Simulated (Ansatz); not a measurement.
## One crystal, many levels of theory: Al2GaP3 (zincblende [001] superlattice)

Aim: the gap of Al2GaP3 (zincblende [001] superlattice) at several levels of theory on one structure, with the time that each takes.

Program: Ansatz 0.2.0. Level of theory: density functionals, hybrids and G0W0, plane waves, PAW. Results are calculated unless marked as measured.

Report form: the programs' logs are mostly left out.

### Step 1. Starting point

The cell holds 12 atoms: 2 Ga, 6 P and 4 Al. Its edges and angles: a = 3.863 Å, b = 3.863 Å, c = 16.360 Å, α = 90.0°, β = 90.0°, γ = 90.0°. It derives from GaP. Regions: GaP, 4 atoms (2 Ga and 2 P); AlP, 8 atoms (4 Al and 4 P). The structure's axis is c.

Coordinates:

```cif
data_structure
_symmetry_space_group_name_H-M 'P 1'
_symmetry_Int_Tables_number 1
_cell_length_a 3.8634
_cell_length_b 3.8634
_cell_length_c 16.3597
_cell_angle_alpha 90.000
_cell_angle_beta 90.000
_cell_angle_gamma 90.000
_cell_volume 244.19
loop_
_atom_site_label
_atom_site_type_symbol
_atom_site_fract_x
_atom_site_fract_y
_atom_site_fract_z
_atom_site_occupancy
Ga1 Ga 0.00000 0.00000 0.04227 1
P2 P 0.50000 0.00000 0.12498 1
Ga3 Ga 0.50000 0.50000 0.20769 1
P4 P 0.00000 0.50000 0.29073 1
Al5 Al 0.00000 0.00000 0.37406 1
P6 P 0.50000 0.00000 0.45766 1
Al7 Al 0.50000 0.50000 0.54132 1
P8 P 0.00000 0.50000 0.62498 1
Al9 Al 0.00000 0.00000 0.70865 1
P10 P 0.50000 0.00000 0.79230 1
Al11 Al 0.50000 0.50000 0.87590 1
P12 P 0.00000 0.50000 0.95923 1
```

The structure was relaxed with PBEsol. The runs that relaxed it are not among those shown.

The logs state that the PAW files were generated under PBE.

### Step 2. PBEsol on the 6×6×2 mesh

Levels along a band path and on the mesh show where this functional puts the band edges.

This step: DFT, PBEsol, plane waves, PAW; PAW set soft_1.

The input, input.yaml:

```yaml
crystal:
  lattice:
    - [3.8634230049, 0.0, 0.0]
    - [0.0, 3.863424628, 0.0]
    - [0.0, 0.0, 16.3596661895]
  atoms:
    - { symbol: Ga, position: [0.0, 0.0, 0.0422724287] }
    - { symbol: P, position: [0.5, 0.0, 0.1249818396] }
    - { symbol: Ga, position: [0.5, 0.5, 0.2076915894] }
    - { symbol: P, position: [0.0, 0.5, 0.2907303554] }
    - { symbol: Al, position: [0.0, 0.0, 0.3740642106] }
    - { symbol: P, position: [0.5, 0.0, 0.4576623302] }
    - { symbol: Al, position: [0.5, 0.5, 0.5413188719] }
    - { symbol: P, position: [0.0, 0.5, 0.6249822992] }
    - { symbol: Al, position: [0.0, 0.0, 0.7086456384] }
    - { symbol: P, position: [0.5, 0.0, 0.7923022269] }
    - { symbol: Al, position: [0.5, 0.5, 0.8759002499] }
    - { symbol: P, position: [0.0, 0.5, 0.9592339285] }
kpoints:
  mp_grid: { grid: [6, 6, 2] }
  band_path:
    path:
      - [[0.0, 0.0, 0.0], [0.0, 0.5, 0.0], [0.5, 0.5, 0.0], [0.0, 0.0, 0.0], [0.0, 0.0, 0.5], [0.0, 0.5, 0.5], [0.5, 0.5, 0.5], [0.0, 0.0, 0.5]]
      - [[0.0, 0.5, 0.0], [0.0, 0.5, 0.5]]
      - [[0.5, 0.5, 0.0], [0.5, 0.5, 0.5]]
    npoints: 10
hamiltonian:
  xc: pbesol
  pseudopotentials: { kind: paw, azcp: { folder: soft_1 }, xc_functional: pbe }
scf:
  occupations: { method: fermi_dirac, width: 0.02 }
  n_extra_bands: 8
output:
  eigenvalues: true
  forces: true
  stress: true
  write_density: true
  write_potential: true
  elf: true
  volumetric_format: npy
```

Launch:

```sh
ansatz run input.yaml --threads 3 --pin off --max-ram 92160MiB --backend cuda --events-out ev --progress --plain --runs-dir out --devices 1 --max-vram 13GiB
```

Run time: 12 s. Hardware: 1 × NVIDIA H100 80GB HBM3 (shared by 6 runs) with 3 threads of AMD EPYC 7R13 (Zen 3), shared host; peak memory 1 GiB; 12 s of CPU time.

This step gave:

```
pressure             : 0.01415 GPa
filled bands         : 34
gap                  : 1.393 eV
valence top at       : Γ
conduction bottom at : Γ
least direct gap     : 1.393 eV
```

Over mesh and path the gap is 1.393 eV, direct, at k = Γ. The program's warnings for this run: structure snapped to symmetry.

### Step 3. PBEsol+SOC on the 6×6×2 mesh

This run has two-component orbitals with spin-orbit coupling.

This step: DFT, PBEsol with spin-orbit coupling, plane waves, PAW; PAW set soft_1.

input.yaml, as its differences from that of step 2:

```diff
@@ -22,12 +22,18 @@
     path:
-      - [[0.0, 0.0, 0.0], [0.0, 0.5, 0.0], [0.5, 0.5, 0.0], [0.0, 0.0, 0.0], [0.0, 0.0, 0.5], [0.0, 0.5, 0.5], [0.5, 0.5, 0.5], [0.0, 0.0, 0.5]]
-      - [[0.0, 0.5, 0.0], [0.0, 0.5, 0.5]]
-      - [[0.5, 0.5, 0.0], [0.5, 0.5, 0.5]]
-    npoints: 10
+      - [0.0, 0.0, 0.0]
+      - [0.0, 0.5, 0.0]
+      - [0.5, 0.5, 0.0]
+      - [0.0, 0.0, 0.5]
+      - [0.0, 0.5, 0.5]
+      - [0.5, 0.5, 0.5]
+    npoints: 1
 hamiltonian:
   xc: pbesol
-  pseudopotentials: { kind: paw, azcp: { folder: soft_1 }, xc_functional: pbe }
+  pseudopotentials: { kind: paw_fr, azcp: { folder: soft_1 }, xc_functional: pbe }
 scf:
-  occupations: { method: fermi_dirac, width: 0.02 }
-  n_extra_bands: 8
+  occupations: { method: fixed }
+  n_extra_bands: 16
+magnetization:
+  noncollinear: true
+  spin_orbit: true
 output:
@@ -36,5 +42 @@
   stress: true
-  write_density: true
-  write_potential: true
-  elf: true
-  volumetric_format: npy
```

Elapsed: 12 s, on 1 × NVIDIA H100 80GB HBM3 (shared by 6 runs) with 3 threads; peak memory 1.1 GiB; 8.6 s of CPU time.

This step gave:

* pressure: 0.008377 GPa
* gap: 1.370 eV
* valence top at: Γ
* conduction bottom at: Γ
* least direct gap: 1.370 eV

Over mesh and listed points the gap is 1.370 eV, direct, at k = Γ. PBEsol+SOC against PBEsol: 1.370 − 1.393 = −0.023 eV, with the same mesh, set of files (read in its fully relativistic form for the spin-orbit run) and cutoff, and both edges at the same k points. The spin-orbit run sees mesh and listed points alone, so its gap is an upper bound: the coupling can move an edge off these points, the more so as this crystal has no centre of inversion, and the change over the zone, its sign included where it is small, is not known. The program's warnings for this run: structure snapped to symmetry.

### Step 4. HSE06 on the 4×4×2 mesh

HSE06 mixes in a quarter of exact exchange at short range.

This step: DFT, HSE06, plane waves, PAW; PAW set soft_1.

input.yaml, as its differences from that of step 3:

```diff
@@ -19,3 +19,3 @@
 kpoints:
-  mp_grid: { grid: [6, 6, 2] }
+  mp_grid: { grid: [4, 4, 2] }
   band_path:
@@ -30,13 +30,12 @@
 hamiltonian:
-  xc: pbesol
-  pseudopotentials: { kind: paw_fr, azcp: { folder: soft_1 }, xc_functional: pbe }
+  xc: hse06
+  pseudopotentials: { kind: paw, azcp: { folder: soft_1 } }
 scf:
   occupations: { method: fixed }
-  n_extra_bands: 16
-magnetization:
-  noncollinear: true
-  spin_orbit: true
+  n_extra_bands: 8
 output:
   eigenvalues: true
-  forces: true
-  stress: true
+  write_density: true
+  write_potential: true
+  elf: true
+  volumetric_format: npy
```

The job ended after 36 s (1 × NVIDIA H100 80GB HBM3 (shared by 6 runs) with 3 threads; peak memory 1.7 GiB).

This step gave:

```
gap                     : 2.203 eV
valence top at          : Γ
conduction bottom at    : M
least direct gap        : 2.208 eV
exact-exchange fraction : 0.25
```

Over mesh and listed points the gap is 2.203 eV, from k = Γ to k = (0.500, 0.500, 0.000). The least direct gap found is 2.208 eV, at k = Γ. HSE06 against PBEsol: 2.203 − 1.393 = +0.810 eV. The runs also differ in mesh (6×6×2 and 4×4×2), and the conduction bottom lies at another k point, so how much of this comes from the functional alone is not known. The program's warnings for this run: structure snapped to symmetry.

### Step 5. G0W0@PBEsol, 4×4×2 mesh, 1018 empty bands, screening to 150 eV, PAW set soft_1 files

G0W0 replaces the xc potential by a self-energy built once from the orbitals of the start. Levels are corrected in the window of bands that the input names, at points of the mesh.

This step: G0W0 on PBEsol, plane waves, PAW; PAW set soft_1.

input.yaml, as its differences from that of step 4:

```diff
@@ -20,22 +20,12 @@
   mp_grid: { grid: [4, 4, 2] }
-  band_path:
-    path:
-      - [0.0, 0.0, 0.0]
-      - [0.0, 0.5, 0.0]
-      - [0.5, 0.5, 0.0]
-      - [0.0, 0.0, 0.5]
-      - [0.0, 0.5, 0.5]
-      - [0.5, 0.5, 0.5]
-    npoints: 1
 hamiltonian:
-  xc: hse06
-  pseudopotentials: { kind: paw, azcp: { folder: soft_1 } }
+  xc: pbesol
+  pseudopotentials: { kind: paw, azcp: { folder: soft_1 }, xc_functional: pbe }
 scf:
   occupations: { method: fixed }
-  n_extra_bands: 8
-output:
-  eigenvalues: true
-  write_density: true
-  write_potential: true
-  elf: true
-  volumetric_format: npy
+gw:
+  n_empty_bands: 1018
+  ecut_chi: 150.0
+  qp_bands: [v4, c4]
+  qp_kpoints: band_edges
+  screening: { model: contour_deformation }
```

Run time: 80 s. Hardware: 1 × NVIDIA H100 80GB HBM3 (shared by 6 runs) with 3 threads; peak memory 4.1 GiB.

This step gave:

```
bands summed                                    : 1052
RPA ε∞ on this mesh (eigenvalues)               : 8.633, 10.72, 10.72
plane waves in the screening matrix             : 1021
G0W0 gap over the corrected points              : 2.155 eV
k of the valence top                            : 0, 0, 0
k of the conduction bottom                      : -0.5, -0.5, 0
starting gap on the mesh                        : 1.381 eV
Z at the valence top                            : 0.7639
Z at the conduction bottom                      : 0.7907
least direct G0W0 gap over the corrected points : 2.170 eV
```

Over 7 of 12 irreducible mesh points the G0W0 gap is 2.155 eV, from k = Γ to k = (-0.500, -0.500, 0.000). The PBEsol gap of this run on the mesh is 1.381 eV. Other states bound it: the two that bound the G0W0 gap lie 1.403 eV apart in PBEsol, so state for state the correction is 2.155 − 1.403 = +0.752 eV, while gap against gap it is 2.155 − 1.381 = +0.774 eV. The program's warnings for this run: structure snapped to symmetry.

### Step 6. Gap and time by level

Each gap is the least one over the points named; times are wall times on shared hosts, not benchmarks. A G0W0 time includes the run's own self-consistent start. Runs with listed points see these and the mesh alone, so an edge that moves elsewhere is missed. Rows marked * are further runs, not shown as steps, whose inputs differ from the G0W0 step on the same start in the columns given; solver thresholds can differ too. Symmetry makes (0.500, 0.500, 0.000) and (-0.500, -0.500, 0.000) one point.

| level | mesh | files, cutoff | bands summed, screening | points | gap (eV) | valence top | conduction bottom | least direct gap (eV) | time |
| --- | --- | --- | --- | --- | --- | --- | --- | --- | --- |
| PBEsol | 6×6×2 | soft_1 PAW, 420 eV | - | mesh and path | 1.393 | Γ | Γ | 1.393 | 12 s |
| PBEsol+SOC | 6×6×2 | soft_1 PAW, 420 eV | - | mesh and listed points | 1.370 | Γ | Γ | 1.370 | 12 s |
| HSE06 | 4×4×2 | soft_1 PAW, 420 eV | - | mesh and listed points | 2.203 | Γ | (0.500, 0.500, 0.000) | 2.208 | 36 s |
| G0W0@PBEsol* | 4×4×2 | soft_1 PAW, 420 eV | 291, 60 eV | 7 of 12 irreducible mesh points | 1.921 | Γ | (-0.500, -0.500, 0.000) | 1.930 | 23 s |
| G0W0@PBEsol | 4×4×2 | soft_1 PAW, 420 eV | 1052, 150 eV | 7 of 12 irreducible mesh points | 2.155 | Γ | (-0.500, -0.500, 0.000) | 2.170 | 80 s |

### Step 7. Results

* PBEsol, over mesh and path: 1.393 eV
* PBEsol+SOC, over mesh and listed points: 1.370 eV
* HSE06, over mesh and listed points: 2.203 eV
* G0W0@PBEsol (1052 bands, 4×4×2), over 7 of 12 irreducible mesh points: 2.155 eV
* known limits: finite bands, screening cutoff and k mesh; no spin-orbit coupling in G0W0; d shells not analysed

**Reading.** The rows run from 1.370 eV (PBEsol+SOC) to 2.203 eV (HSE06). They differ in mesh, bands and screening cutoff of G0W0 and the points over which the gap was sought as well as in level, so only pairs that share these are like for like. PBEsol+SOC against PBEsol: 1.370 − 1.393 = −0.023 eV, with the same mesh, set of files (read in its fully relativistic form for the spin-orbit run) and cutoff, and both edges at the same k points. The spin-orbit run sees mesh and listed points alone, so its gap is an upper bound: the coupling can move an edge off these points, the more so as this crystal has no centre of inversion, and the change over the zone, its sign included where it is small, is not known. G0W0@PBEsol (1052 bands, 4×4×2) moves the gap of its own start on the mesh by 2.155 − 1.381 = +0.774 eV, with other states at the edges (they lie 1.403 eV apart at the start). Both edges that PBEsol shows over mesh and path lie at k points where levels were corrected. G0W0 has the conduction bottom at another k point than that. Levels at other points were not corrected, so a lower G0W0 gap elsewhere in the zone is not ruled out. What spin-orbit coupling does to the G0W0 levels was not computed, so no sum with the G0W0 gap is formed. For G0W0@PBEsol: from 291 bands and 60 eV to 1052 bands and 150 eV the gap moves by 2.155 − 1.921 = +0.234 eV; bands and screening cutoff rise together, so their parts are not told apart. Two runs can't test a law of convergence, so the limit is not known. For G0W0@PBEsol (1052 bands, 4×4×2): the program's warnings for this run: structure snapped to symmetry. For the further run with 291 bands on the 4×4×2 mesh, the program warns: structure snapped to symmetry. The G0W0 runs are scalar-relativistic. One-shot GW is known to converge slowly in bands for compounds with shallow d shells. The cell holds Ga; the filling of the d shell and its place against the gap were not analysed here. No pair of G0W0 runs that differ in the mesh alone is shown (4×4×2 is a supercell whose nearest images lie 15 Å apart), so the error from the mesh is not known here. G0W0 is shown with one set of atomic data (soft_1 PAW), so the error from the files is not known here.

[Paths, hosts, dates, memory and timing lines, banners, echoed tables and standing remarks are left out of the program output.]

[Logs are printed without paths, hosts, clocks, repeated set-up lines and the standing remarks that a program may print on its own settings, such as how far it seeks lower states.]

[Runs of the session that timed out or met a known fault of the program may be left out.]

[Cells called generated may have been cut or substituted from an entry of the Crystallography Open Database or the Materials Project.]

[Hosts, paths, dates, database ids (printed as entryN), source tags and the programs' standing remarks are cut or masked in the printed files.]

[Where an RPA ε∞ is given, it is that of the G0W0 mesh and is not shown converged in it. Names of k-points follow the symmetry that the program found, which can be lower than the space group named. Band edges on a path are those of the sampled points; other points can move an edge, and change direct to indirect where valleys lie close.]

[Hybrid gaps are those of their k-mesh and are not shown converged in it.]
